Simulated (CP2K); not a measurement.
**CdS under changes of volume**

One of the cells (20.871 Å³/atom); the others are scaled copies at fixed shape and fractional positions:

```
Cd S
1.0
     3.89368    0.00000    0.00000
     1.94684    3.37202    0.00000
     1.94684    1.12401    3.17917
Cd S
1 1
Direct
  0.00000 0.00000 0.00000
  0.50000 0.50000 0.50000
```

Measurements of this composition are mostly on another form, of space group No. 186.

```yaml
Program: CP2K 2026.2
Functional: LDA
Potentials_or_basis: GTH_POTENTIALS Cd GTH-PADE-q12, S GTH-PADE-q6; TZVP-MOLOPT-PBE-GTH basis
Density_cutoff: 6123 eV
k_mesh: 8 × 8 × 8
Occupations: fermi-dirac, width 0.01 eV
Spin: no spin polarisation
```

```tsv
volume (Å³/atom)	energy over the lowest point (meV/atom)	pressure (GPa)
19.618	0.00	-1.9
20.036	7.26	-3.6
20.453	18.59	-5.1
20.871	33.51	-6.4
21.288	51.59	-7.5
21.705	?	?
22.123	95.77	-9.4
```

Question: What does the run at 21.705 Å³/atom give?

Answer: Energy over the lowest point 72.46 meV/atom; pressure -8.5 GPa.

Worked out: A Birch-Murnaghan fit of order 3 (a polynomial in V^(-2/3)) to the other rows has its minimum at 19.19 Å³/atom, just outside them, with B0 = V·E''(V) = 93 GPa and B' = 4.8. It gives 72.43 meV/atom at 21.705 Å³/atom, against the run's 72.46, and -dE/dV = -8.5 GPa, against -8.5.

Energies are extrapolated to zero smearing.

Caveats: the basis of atomic orbitals isn't converged, which shifts pressures, moduli and gaps.
